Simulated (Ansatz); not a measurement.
# Al3P5: balancing the decomposition

Theory: Ansatz, DFT PBE, scalar-relativistic, plane waves, PAW. All cells share a 420 eV cutoff and Γ-centred k meshes spaced at most about 0.3 Å⁻¹ (about 0.25 or finer for metals, 2π included). No spin polarisation.

The zero of energy is the elements' standard structures at the same level; no fitted shifts are applied. The references include black phosphorus.

All energies are static (0 K, no zero-point motion). The reference form of P is held partly by dispersion forces, which this level lacks.

A trial structure of Al3P5 (reached from: random cell; relaxed: space group Pm-3m (No. 221), a = 5.047 Å) has a formation energy of -0.203 eV/atom. At its composition the lowest mixture among the elements and 1 reference phase computed alike (others may be missing) consists of these:

| phase | source | ΔE_f (eV/atom) |
| --- | --- | --- |
| P (solid) | element | -0.001 |
| AlP (F-43m) | Materials Project | -0.633 |

The lowest database cell of P (-0.001) lies slightly below the reference, hence the non-zero entry.

Question: Write the balanced decomposition and find its energy per atom, per formula unit and per mole of formula units.

Answer: Balancing Al and P gives Al3P5 → 2 P + 3 AlP. The left side holds 8 atoms, and the products take 2/8 (P) and 6/8 (AlP) of them. The mixture therefore lies at 2/8 × (-0.001) + 6/8 × (-0.633) = -0.475 eV/atom. The reaction energy is -0.475 − (-0.203) = -0.272 eV/atom. Times 8 atoms that is -2.176 eV per Al3P5, and times 96.485 it is -210 kJ per mole of Al3P5. Decomposition is downhill, so the trial structure is unstable against this mixture.
